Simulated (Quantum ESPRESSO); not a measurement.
# Te2Mo (P6_3/mmc) in Quantum ESPRESSO: further runs

One crystal, Te2Mo, is run at these levels: BP86, HCTH; tasks: band structure.

Program: Quantum ESPRESSO 7.5. These are calculated values, not measurements. Logs are shortened: lines on timing, memory, paths and dates and some standing lists are left out, and cuts for length are marked.

**The experiment to reproduce.**

From “Broadband infrared study of pressure-tunable Fano resonance and metallization transition in 2H-MoTe2”, 2022, pmc:9569381, for a bulk crystal of Te2Mo at 300 K: band gap 0.88 ± 0.05 eV (indirect).

The runs below are set against these values where they give the same quantity.

**1. The structure**

It takes space group P6_3/mmc (No. 194, hexagonal). Conventional cell: a = 3.518 Å, b = 3.518 Å, c = 13.974 Å, α = 90.00°, β = 90.00°, γ = 120.00°. Around Te (site symmetry 3m) lie 3 Mo at 2.72 Å. Mo (site symmetry -6m2) has 6 Te at 2.72 Å as nearest neighbours.

**2. Band structure, BP86**

The input, pw.in:

```
&CONTROL
  calculation = 'scf'
  prefix = 'pwscf'
  outdir = './tmp'
  pseudo_dir = './pseudo'
  tprnfor = .true.
  tstress = .true.
  disk_io = 'low'
/
&SYSTEM
  ibrav = 0
  A = 3.5182
  nat = 6
  ntyp = 2
  ecutwfc = 80
  nbnd = 60
  input_dft = 'bp'
  occupations = 'smearing'
  smearing = 'fd'
  degauss = 0.00367493
/
&ELECTRONS
  conv_thr = 1.2d-09
  electron_maxstep = 120
  mixing_beta = 0.5
/
ATOMIC_SPECIES
Te   127.6000 Te.upf
Mo    95.9500 Mo.upf
CELL_PARAMETERS alat
   1.0000000000    0.0000000000    0.0000000000
  -0.5000000000    0.8660254038    0.0000000000
   0.0000000000    0.0000000000    3.9718037633
ATOMIC_POSITIONS alat
Te     0.5000000000    0.2886751346    1.5053136263
Te     0.0000000000    0.5773502692    3.4912155079
Te     0.5000000000    0.2886751346    0.4805882554
Te     0.0000000000    0.5773502692    2.4664901370
Mo     0.5000000000    0.2886751346    2.9788528225
Mo     0.0000000000    0.5773502692    0.9929509408
K_POINTS automatic
9 9 2 0 0 0
```

The input, pp_density.in:

```
&INPUTPP
  prefix = 'pwscf'
  outdir = './tmp'
  filplot = 'density.dat'
  plot_num = 0
/
&PLOT
  nfile = 1
  filepp(1) = 'density.dat'
  iflag = 3
  output_format = 6
  fileout = 'density.cube'
/
```

The input, pp_potential.in:

```
&INPUTPP
  prefix = 'pwscf'
  outdir = './tmp'
  filplot = 'potential.dat'
  plot_num = 11
/
&PLOT
  nfile = 1
  filepp(1) = 'potential.dat'
  iflag = 3
  output_format = 6
  fileout = 'potential.cube'
/
```

The input, pp_elf.in:

```
&INPUTPP
  prefix = 'pwscf'
  outdir = './tmp'
  filplot = 'elf.dat'
  plot_num = 8
/
&PLOT
  nfile = 1
  filepp(1) = 'elf.dat'
  iflag = 3
  output_format = 6
  fileout = 'elf.cube'
/
```

The input, bands.in:

```
&CONTROL
  calculation = 'bands'
  prefix = 'pwscf'
  outdir = './tmp'
  pseudo_dir = './pseudo'
  disk_io = 'low'
  verbosity = 'high'
/
&SYSTEM
  ibrav = 0
  A = 3.5182
  nat = 6
  ntyp = 2
  ecutwfc = 80
  nbnd = 60
  input_dft = 'bp'
  occupations = 'smearing'
  smearing = 'fd'
  degauss = 0.00367493
/
&ELECTRONS
  conv_thr = 1d-08
  electron_maxstep = 120
  mixing_beta = 0.5
  diago_full_acc = .true.
/
ATOMIC_SPECIES
Te   127.6000 Te.upf
Mo    95.9500 Mo.upf
CELL_PARAMETERS alat
   1.0000000000    0.0000000000    0.0000000000
  -0.5000000000    0.8660254038    0.0000000000
   0.0000000000    0.0000000000    3.9718037633
ATOMIC_POSITIONS alat
Te     0.5000000000    0.2886751346    1.5053136263
Te     0.0000000000    0.5773502692    3.4912155079
Te     0.5000000000    0.2886751346    0.4805882554
Te     0.0000000000    0.5773502692    2.4664901370
Mo     0.5000000000    0.2886751346    2.9788528225
Mo     0.0000000000    0.5773502692    0.9929509408
K_POINTS crystal
60
 0.0000000000  0.0000000000  0.0000000000 1
 0.0555555556  0.0000000000  0.0000000000 1
 0.1111111111  0.0000000000  0.0000000000 1
 0.1666666667  0.0000000000  0.0000000000 1
 0.2222222222  0.0000000000  0.0000000000 1
 0.2777777778  0.0000000000  0.0000000000 1
 0.3333333333  0.0000000000  0.0000000000 1
 0.3888888889  0.0000000000  0.0000000000 1
 0.4444444444  0.0000000000  0.0000000000 1
 0.5000000000  0.0000000000  0.0000000000 1
 0.4666666667  0.0666666667  0.0000000000 1
 0.4333333333  0.1333333333  0.0000000000 1
 0.4000000000  0.2000000000  0.0000000000 1
 0.3666666667  0.2666666667  0.0000000000 1
 0.3333333333  0.3333333333  0.0000000000 1
 0.3030303030  0.3030303030  0.0000000000 1
 0.2727272727  0.2727272727  0.0000000000 1
 0.2424242424  0.2424242424  0.0000000000 1
 0.2121212121  0.2121212121  0.0000000000 1
 0.1818181818  0.1818181818  0.0000000000 1
 0.1515151515  0.1515151515  0.0000000000 1
 0.1212121212  0.1212121212  0.0000000000 1
 0.0909090909  0.0909090909  0.0000000000 1
 0.0606060606  0.0606060606  0.0000000000 1
 0.0303030303  0.0303030303  0.0000000000 1
 0.0000000000  0.0000000000  0.0000000000 1
 0.0000000000  0.0000000000  0.5000000000 1
 0.0500000000  0.0000000000  0.5000000000 1
 0.1000000000  0.0000000000  0.5000000000 1
 0.1500000000  0.0000000000  0.5000000000 1
 0.2000000000  0.0000000000  0.5000000000 1
 0.2500000000  0.0000000000  0.5000000000 1
 0.3000000000  0.0000000000  0.5000000000 1
 0.3500000000  0.0000000000  0.5000000000 1
 0.4000000000  0.0000000000  0.5000000000 1
 0.4500000000  0.0000000000  0.5000000000 1
 0.5000000000  0.0000000000  0.5000000000 1
 0.4666666667  0.0666666667  0.5000000000 1
 0.4333333333  0.1333333333  0.5000000000 1
 0.4000000000  0.2000000000  0.5000000000 1
 0.3666666667  0.2666666667  0.5000000000 1
 0.3333333333  0.3333333333  0.5000000000 1
 0.3076923077  0.3076923077  0.5000000000 1
 0.2820512821  0.2820512821  0.5000000000 1
 0.2564102564  0.2564102564  0.5000000000 1
 0.2307692308  0.2307692308  0.5000000000 1
 0.2051282051  0.2051282051  0.5000000000 1
 0.1794871795  0.1794871795  0.5000000000 1
 0.1538461538  0.1538461538  0.5000000000 1
 0.1282051282  0.1282051282  0.5000000000 1
 0.1025641026  0.1025641026  0.5000000000 1
 0.0769230769  0.0769230769  0.5000000000 1
 0.0512820513  0.0512820513  0.5000000000 1
 0.0256410256  0.0256410256  0.5000000000 1
 0.0000000000  0.0000000000  0.5000000000 1
 0.5000000000  0.0000000000  0.5000000000 1
 0.5000000000  0.0000000000  0.0000000000 1
 0.3333333333  0.3333333333  0.0000000000 1
 0.3333333333  0.3333333333  0.2500000000 1
 0.3333333333  0.3333333333  0.5000000000 1
```

Potentials or basis: PseudoDojo 0.4.1 SR PBE standard.

Started as:

```sh
$ OMP_NUM_THREADS=1 pw.x -in pw.in > pw.out
$ OMP_NUM_THREADS=1 pp.x -in pp_density.in > pp_density.out
$ OMP_NUM_THREADS=1 pp.x -in pp_potential.in > pp_potential.out
$ OMP_NUM_THREADS=1 pp.x -in pp_elf.in > pp_elf.out
$ OMP_NUM_THREADS=1 pw.x -in bands.in > bands.out
```

pw.out:

```text
This program is part of the open-source Quantum ESPRESSO suite
     for quantum simulation of materials; please cite
         "P. Giannozzi et al., J. Phys.:Condens. Matter 21 395502 (2009);
         "P. Giannozzi et al., J. Phys.:Condens. Matter 29 465901 (2017);
         "P. Giannozzi et al., J. Chem. Phys. 152 154105 (2020);
     in publications or presentations arising from this work. More details at

     IMPORTANT: XC functional enforced from input :
     Exchange-correlation= BP
                           (   1   1   1   1   0   0   0)
     Any further DFT definition will be discarded
     Please, verify this is what you really want

     Message from routine setup:
     using ibrav=0 with symmetry is DISCOURAGED, use correct ibrav instead

     G-vector sticks info
     --------------------
     sticks:   dense  smooth     PW     G-vecs:    dense   smooth      PW
     Sum         967     967    283                97585    97585   15063

     Using Slab Decomposition

     bravais-lattice index     =            0
     lattice parameter (alat)  =       6.6484  a.u.
     unit-cell volume          =    1010.8264 (a.u.)^3
     number of atoms/cell      =            6
     number of atomic types    =            2
     number of electrons       =        92.00
     number of Kohn-Sham states=           60
     kinetic-energy cutoff     =      80.0000  Ry
     charge density cutoff     =     320.0000  Ry
     scf convergence threshold =      1.2E-09
     mixing beta               =       0.5000
     number of iterations used =            8  plain     mixing
     Exchange-correlation= BP
                           (   1   1   1   1   0   0   0)

     celldm(1)=   6.648434  celldm(2)=   0.000000  celldm(3)=   0.000000
     celldm(4)=   0.000000  celldm(5)=   0.000000  celldm(6)=   0.000000

     crystal axes: (cart. coord. in units of alat)
               a(1) = (   1.000000   0.000000   0.000000 )
               a(2) = (  -0.500000   0.866025   0.000000 )
               a(3) = (   0.000000   0.000000   3.971804 )

     reciprocal axes: (cart. coord. in units 2 pi/alat)
               b(1) = (  1.000000  0.577350 -0.000000 )
               b(2) = (  0.000000  1.154701  0.000000 )
               b(3) = (  0.000000 -0.000000  0.251775 )

     PseudoPot. # 1 for Te read from file:
     Te.upf
     Pseudo is Norm-conserving + core correction, Zval = 16.0
     Generated using ONCVPSP code by D. R. Hamann
     Using radial grid of 1294 points,  6 beta functions with:
                l(1) =   0
                l(2) =   0
                l(3) =   1
                l(4) =   1
                l(5) =   2
                l(6) =   2

     PseudoPot. # 2 for Mo read from file:
     Mo.upf
     Pseudo is Norm-conserving + core correction, Zval = 14.0
     Generated using ONCVPSP code by D. R. Hamann
     Using radial grid of 1640 points,  6 beta functions with:
                l(1) =   0
                l(2) =   0
                l(3) =   1
                l(4) =   1
                l(5) =   2
                l(6) =   2

     atomic species   valence    mass     pseudopotential
     Te               16.00   127.60000     Te( 1.00)
     Mo               14.00    95.95000     Mo( 1.00)

     24 Sym. Ops., with inversion, found (12 have fractional translation)

   Cartesian axes

     site n.     atom                  positions (alat units)
         1        Te     tau(   1) = (   0.5000000   0.2886751   1.5053136  )
         2        Te     tau(   2) = (   0.0000000   0.5773503   3.4912155  )
         3        Te     tau(   3) = (   0.5000000   0.2886751   0.4805883  )
         4        Te     tau(   4) = (   0.0000000   0.5773503   2.4664901  )
         5        Mo     tau(   5) = (   0.5000000   0.2886751   2.9788528  )
         6        Mo     tau(   6) = (   0.0000000   0.5773503   0.9929509  )

     number of k points=    24  Fermi-Dirac smearing, width (Ry)=  0.0037
                       cart. coord. in units 2pi/alat
        k(    1) = (   0.0000000   0.0000000   0.0000000), wk =   0.0123457
        k(    2) = (   0.0000000   0.0000000  -0.1258874), wk =   0.0123457
        k(    3) = (   0.0000000   0.1283001   0.0000000), wk =   0.0740741
        k(    4) = (   0.0000000   0.1283001  -0.1258874), wk =   0.0740741
        k(    5) = (   0.0000000   0.2566001   0.0000000), wk =   0.0740741
        k(    6) = (   0.0000000   0.2566001  -0.1258874), wk =   0.0740741
[... 16 lines left out ...]
        k(   23) = (   0.3333333   0.5773503   0.0000000), wk =   0.0246914
        k(   24) = (   0.3333333   0.5773503  -0.1258874), wk =   0.0246914

     Dense  grid:    97585 G-vectors     FFT dimensions: (  40,  40, 160)

     Initial potential from superposition of free atoms

     starting charge      91.9963, renormalised to      92.0000
     Starting wfcs are   56 randomized atomic wfcs +    4 random wfcs

     Self-consistent Calculation

     iteration #  1     ecut=    80.00 Ry     beta= 0.50
     Davidson diagonalization with overlap
     ethr =  1.00E-02,  avg # of iterations =  5.5

     Threshold (ethr) on eigenvalues was too large:
     Diagonalizing with lowered threshold

     Davidson diagonalization with overlap
     ethr =  3.48E-04,  avg # of iterations =  3.5

     total energy              =   -1121.12165193 Ry
     estimated scf accuracy    <       0.33489051 Ry

     iteration #  2     ecut=    80.00 Ry     beta= 0.50
     Davidson diagonalization with overlap
     ethr =  3.64E-04,  avg # of iterations =  2.3

     total energy              =   -1121.04464710 Ry
     estimated scf accuracy    <       0.99693918 Ry

     iteration #  3     ecut=    80.00 Ry     beta= 0.50
     Davidson diagonalization with overlap
     ethr =  3.64E-04,  avg # of iterations =  2.9

     total energy              =   -1121.20429335 Ry
     estimated scf accuracy    <       0.19414078 Ry
[... 33 lines left out ...]
     total energy              =   -1121.22229403 Ry
     estimated scf accuracy    <       0.00000025 Ry

     iteration #  9     ecut=    80.00 Ry     beta= 0.50
     Davidson diagonalization with overlap
     ethr =  2.75E-10,  avg # of iterations =  1.2

     total energy              =   -1121.22229405 Ry
     estimated scf accuracy    <          7.9E-09 Ry

     iteration # 10     ecut=    80.00 Ry     beta= 0.50
     Davidson diagonalization with overlap
     ethr =  8.57E-12,  avg # of iterations =  2.4

     End of self-consistent calculation

          k = 0.0000 0.0000 0.0000 ( 12243 PWs)   bands (ev):

   -48.1062 -48.1062 -24.0130 -24.0130 -24.0126 -24.0126 -24.0010 -24.0010
   -24.0007 -24.0007 -23.9534 -23.9534 -23.9519 -23.9519 -23.9429 -23.9429
   -23.9415 -23.9415 -23.9358 -23.9344 -23.9266 -23.9252 -22.2787 -22.2787
   -22.1276 -22.1276 -22.1276 -22.1276  -0.3583  -0.0411   0.4933   0.9878
     6.8546   8.1542   9.6032  10.8672  10.8672  10.8826  10.8826  11.6462
    11.6462  11.6722  11.6823  11.6823  12.3802  12.7167  15.5764  15.5764
    15.7054  15.7054  15.7845  15.7845  16.0369  16.0369  18.4401  18.9618
    20.0191  20.4366  21.1002  21.6731

          k = 0.0000 0.0000-0.1259 ( 12304 PWs)   bands (ev):

   -48.1062 -48.1062 -24.0128 -24.0128 -24.0128 -24.0128 -24.0009 -24.0009
   -24.0009 -24.0009 -23.9527 -23.9527 -23.9527 -23.9527 -23.9422 -23.9422
   -23.9422 -23.9422 -23.9351 -23.9351 -23.9259 -23.9259 -22.2787 -22.2787
   -22.1276 -22.1276 -22.1276 -22.1276  -0.2365  -0.2365   0.7741   0.7741
     7.3517   7.3517  10.6877  10.6877  10.8747  10.8747  10.8747  10.8747
    11.6644  11.6644  11.6644  11.6644  12.6326  12.6326  15.6117  15.6117
    15.6117  15.6117  15.9394  15.9394  15.9394  15.9394  18.7938  18.7938
    20.6930  20.6931  20.7297  20.7297
[... 223 lines left out ...]
   -48.0959 -48.0959 -24.0187 -24.0187 -23.9966 -23.9958 -23.9890 -23.9890
   -23.9886 -23.9883 -23.9720 -23.9703 -23.9591 -23.9591 -23.9491 -23.9478
   -23.9478 -23.9469 -23.9279 -23.9279 -23.9133 -23.9133 -22.2432 -22.2432
   -22.2002 -22.2002 -22.1999 -22.1998   2.1206   2.1206   2.3188   2.3188
     7.8419   8.0536   8.0536   8.0812   8.5314   8.8608   9.3702   9.3702
     9.6103   9.6103  10.8702  10.8702  12.4008  12.6273  13.6661  13.6661
    13.8837  14.8808  14.9904  14.9904  16.5432  16.5432  17.0004  18.0018
    18.0018  18.6387  20.7044  21.1365

          k = 0.3333 0.5774-0.1259 ( 12210 PWs)   bands (ev):

   -48.0959 -48.0959 -24.0187 -24.0187 -23.9962 -23.9962 -23.9890 -23.9890
   -23.9885 -23.9885 -23.9712 -23.9712 -23.9591 -23.9591 -23.9480 -23.9480
   -23.9478 -23.9478 -23.9279 -23.9279 -23.9133 -23.9133 -22.2432 -22.2432
   -22.2002 -22.2002 -22.1998 -22.1998   2.1207   2.1207   2.3186   2.3186
     7.9368   7.9368   8.0808   8.0808   8.7202   8.7202   9.1087   9.1087
     9.9882   9.9882  10.7085  10.7085  12.4921  12.4921  13.6728  13.6728
    14.3408  14.3408  15.0610  15.0610  16.3203  16.3203  17.7692  17.7692
    18.5389  18.5389  20.0983  20.0983

     the Fermi energy is    13.0774 ev

!    total energy              =   -1121.22229405 Ry
     estimated scf accuracy    <          1.5E-10 Ry
     smearing contrib. (-TS)   =      -0.00000193 Ry
     internal energy E=F+TS    =   -1121.22229213 Ry

     The total energy is F=E-TS. E is the sum of the following terms:
     one-electron contribution =    -475.15062569 Ry
     hartree contribution      =     278.41413759 Ry
     xc contribution           =    -239.72674537 Ry
     ewald contribution        =    -684.75905866 Ry

     convergence has been achieved in  10 iterations

     Forces acting on atoms (cartesian axes, Ry/au):

     atom    1 type  1   force =     0.00000000   -0.00000000    0.00978419
     atom    2 type  1   force =     0.00000000    0.00000000    0.00978419
     atom    3 type  1   force =     0.00000000    0.00000000   -0.00978419
     atom    4 type  1   force =     0.00000000   -0.00000000   -0.00978419
     atom    5 type  2   force =     0.00000000    0.00000000    0.00000000
     atom    6 type  2   force =     0.00000000    0.00000000    0.00000000

     Total force =     0.019568     Total SCF correction =     0.000105

     Computing stress (Cartesian axis) and pressure

          total   stress  (Ry/bohr**3)                   (kbar)     P=       43.79
   0.00029703   0.00000000   0.00000000           43.69        0.00        0.00
   0.00000000   0.00029703   0.00000000            0.00       43.69        0.00
   0.00000000   0.00000000   0.00029895            0.00        0.00       43.98

=------------------------------------------------------------------------------=
   JOB DONE.
=------------------------------------------------------------------------------=
```

Run time: 12 min. Hardware: 1 thread of Arm Neoverse V2, shared host; peak memory 0.78 GiB.

Results:

- Free energy: -15255.0065 eV
- Pressure: 4.4 GPa
- Largest force: 0.252 eV/Å
- Band gap on the k mesh: 0.77 eV, indirect (least direct gap 1.04 eV)
- Band gap along the path: 0.73 eV, indirect (least direct gap 1.04 eV)

Forces on the atoms (eV/Å):
```
Te   0.000  0.000  0.252
Te   0.000  0.000  0.252
Te   0.000  0.000 -0.252
Te   0.000  0.000 -0.252
Mo   0.000  0.000  0.000
Mo   0.000  0.000  0.000
```

Levels at the corners of the path, in eV from the valence-band top:
```tsv
point	band 43	band 44	band 45	band 46	band 47	band 48	band 49	band 50
Γ	-1.03	-1.03	-0.34	0.00	2.86	2.86	2.99	2.99
M	-0.98	-0.94	-0.62	-0.34	1.24	1.30	1.43	1.76
K	-1.85	-1.85	-0.32	-0.09	0.95	0.95	1.17	2.16
Γ	-1.03	-1.03	-0.34	0.00	2.86	2.86	2.99	2.99
A	-1.05	-1.05	-0.08	-0.08	2.90	2.90	2.90	2.90
L	-0.94	-0.94	-0.48	-0.48	1.26	1.26	1.61	1.61
H	-2.01	-2.01	-0.22	-0.22	0.96	0.96	1.62	1.62
A	-1.05	-1.05	-0.08	-0.08	2.90	2.90	2.90	2.90
L	-0.94	-0.94	-0.48	-0.48	1.26	1.26	1.61	1.61
M	-0.98	-0.94	-0.62	-0.34	1.24	1.30	1.43	1.76
K	-1.85	-1.85	-0.32	-0.09	0.95	0.95	1.17	2.16
H	-2.01	-2.01	-0.22	-0.22	0.96	0.96	1.62	1.62
```

Caveat: the potentials were made for another functional, which shifts forces and pressure; spin-orbit coupling is left out, which moves the levels of the heavy elements.

(Continued in part 2 of 2.)
